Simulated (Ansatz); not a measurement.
InN (zinc blende)

```
InN
1.0
    0.00000     2.49330     2.49330
    2.49330     0.00000     2.49330
    2.49330     2.49330     0.00000
N In
1 1
Direct
  0.75000   0.75000   0.75000
  0.00000   0.00000   0.00000
```

The slice is a {100} plane (indices of the conventional cell) through the point (0.000, 0.000, 0.000) (fractional), spanned by u = [100] and v = [0 1 -1] in vectors of this cell: u (3.53 Å) and v (3.53 Å, at 90° to u). It covers one period; positions are fractions (u, v).

All values below come from PBEsol (plane waves to 420 eV, PAW, scalar-relativistic; Ansatz, an electronic-structure program). k mesh 11×11×11. Near the nuclei the fields are pseudised (PAW); where an atom keeps semicore shells as valence, they peak there. At this level the bands of InN touch or barely overlap; measurements give the solid a gap. InN was relaxed with its symmetry unable to fall.

Predict the map of the electron localisation function (ELF) on the slice.


| v \ u | 0.00 | 0.12 | 0.25 | 0.38 | 0.50 | 0.62 | 0.75 | 0.88 |
|---|---|---|---|---|---|---|---|---|
| 0.88 | 0.03 | 0.15 | 0.22 | 0.21 | 0.29 | 0.21 | 0.22 | 0.15 |
| 0.75 | 0.24 | 0.22 | 0.14 | 0.11 | 0.11 | 0.11 | 0.14 | 0.22 |
| 0.62 | 0.23 | 0.21 | 0.11 | 0.04 | 0.03 | 0.04 | 0.11 | 0.21 |
| 0.50 | 0.39 | 0.29 | 0.11 | 0.03 | 0.02 | 0.03 | 0.11 | 0.29 |
| 0.38 | 0.23 | 0.21 | 0.11 | 0.04 | 0.03 | 0.04 | 0.11 | 0.21 |
| 0.25 | 0.24 | 0.22 | 0.14 | 0.11 | 0.11 | 0.11 | 0.14 | 0.22 |
| 0.12 | 0.03 | 0.15 | 0.22 | 0.21 | 0.29 | 0.21 | 0.22 | 0.15 |
| 0.00 | x | 0.03 | 0.24 | 0.23 | 0.39 | 0.23 | 0.24 | 0.03 |

Values: electron localisation function (ELF). Points within 0.4 Å of a nucleus are blanked (x), as the pseudised field means little there.
